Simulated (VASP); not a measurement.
The system is PbF2 (Fluorocronite).

```xyz
3
Lattice="0.0000 2.9637 2.9637 2.9637 0.0000 2.9637 2.9637 2.9637 0.0000" Properties=species:S:1:pos:R:3 pbc="T T T"
Pb    0.0000    0.0000    0.0000
F     4.4455    4.4455    4.4455
F     1.4818    1.4818    1.4818
```

| Quantity | Value |
| --- | --- |
| Program | VASP 6.6.1 |
| Task | relaxation of cell and atoms |
| Functional | LDA |
| Potentials or basis | VASP PAW LDA potentials, release 64 (Pb_d, F) |
| Cutoff | 600 eV |
| k mesh | 8 × 8 × 8 |
| Occupations | gaussian, width 0.02 eV |
| Spin | no spin polarisation |

At the start: pressure -4.6 GPa; volume 17.35 Å³/atom.

How do energy, volume and symmetry change on relaxing?

Over 3 steps the energy falls by 15.3 meV/atom and the volume is 16.34 Å³/atom (-5.8 %); space group Fm-3m (No. 225, to 0.05 Å).

The path:
```
step  energy change (eV)  largest force (eV/Å)  pressure (GPa)  volume (Å³)
   1              0.0000                0.0000           -4.59        52.06
   2             -0.0436                0.0000            1.14        48.40
   3             -0.0459                0.0000            0.01        49.02
```

Final structure:
```
Pb F
1.0
     0.00000    2.90483    2.90483
     2.90483    0.00000    2.90483
     2.90483    2.90483    0.00000
Pb F
1 2
Direct
  0.00000 0.00000 0.00000
  0.75000 0.75000 0.75000
  0.25000 0.25000 0.25000
```
